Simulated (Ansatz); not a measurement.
# PtS2: the cost of one run

Computed with Ansatz 0.2.0 (reference: DFT, HSE06, plane waves, PAW, unless a step's input says otherwise).

### Step 1. Starting point

It takes space group Fm-3m (No. 225, cubic). Conventional cell: a = 5.952 Å, b = 5.952 Å, c = 5.952 Å, α = 90.00°, β = 90.00°, γ = 90.00°. Around Pt (site symmetry m-3m) lie 8 S at 2.58 Å. S (site symmetry -43m) is surrounded by 4 Pt at 2.58 Å.

As a file:

```cif
data_structure
_symmetry_space_group_name_H-M 'P 1'
_symmetry_Int_Tables_number 1
_cell_length_a 4.2084
_cell_length_b 4.2084
_cell_length_c 4.2084
_cell_angle_alpha 60.000
_cell_angle_beta 60.000
_cell_angle_gamma 60.000
_cell_volume 52.70
loop_
_atom_site_label
_atom_site_type_symbol
_atom_site_fract_x
_atom_site_fract_y
_atom_site_fract_z
_atom_site_occupancy
Pt1 Pt 0.00000 0.00000 0.00000 1
S1 S 0.25000 0.25000 0.25000 1
S2 S 0.75000 0.75000 0.75000 1
```

### Step 2. The reference run

Contents of input.yaml:

```yaml
crystal:
  lattice:
    - [0.0, 2.9757935506, 2.9757935506]
    - [2.9757935506, 0.0, 2.9757935506]
    - [2.9757935506, 2.9757935506, 0.0]
  atoms:
    - { symbol: Pt, position: [0.0, 0.0, 0.0] }
    - { symbol: S, position: [0.25, 0.25, 0.25] }
    - { symbol: S, position: [0.75, 0.75, 0.75] }
kpoints:
  mp_grid: { grid: [4, 4, 4] }
hamiltonian:
  xc: hse06
scf:
  occupations: { method: fermi_dirac, width: 0.02 }
  n_extra_bands: 4
output:
  forces: true
  stress: true
  eigenvalues: true
  write_density: true
  write_potential: true
  elf: true
  volumetric_format: npy
```

On the command line:

```
$ ansatz run input.yaml --threads 4 --pin off --max-ram 3686MiB --backend cpu --events-out ev --progress --plain --runs-dir out
```

Q: Estimate wall time and peak memory on 4 threads of Arm Neoverse N1, shared host.

About 10 s, with a peak of 0.67 GiB.
